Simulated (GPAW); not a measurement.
Runs of GPAW 26.7.0 on Se. It takes space group P3_121 (No. 152, trigonal). Conventional cell: a = 4.366 Å, b = 4.366 Å, c = 4.954 Å, α = 90.00°, β = 90.00°, γ = 120.00°. Se (site symmetry 2) has 2 Se at 2.37 Å as nearest neighbours. 

```tsv
cell	target pressure	gap on the mesh (eV)	pressure (GPa)	largest force (eV/Å)
relaxed to 10 GPa	10 GPa	0.68	10.0	-
relaxed to 30 GPa	30 GPa	none	29.9	0.02
relaxed	-	0.88	-0.1	0.01
relaxed to 20 GPa	20 GPa	none	19.9	-
relaxed to 2 GPa	2 GPa	(a)	2.1	0.02
relaxed to 5 GPa	5 GPa	0.77	5.0	-
```

Alike in all rows: task relaxation of cell and atoms; level PBEsol; potentials or basis PAW data sets generated in the run's folder for this functional, pw; no spin polarisation; k mesh 6 × 6 × 5; cutoff (eV) 600; smearing fermi-dirac 0.05 eV.

Task: Fill in the values left out.

Result: (a) 0.81.

Caveats: later steps reuse the first step's grids; an odd mesh through Γ misses points on the zone boundary, where band edges often lie (some runs).

A k mesh can miss the band edges, and the runs leave out spin-orbit coupling on Se.

A gap of «none» marks a metal or a gap under the smearing width.

Runs at the PBE level aren't shown here.
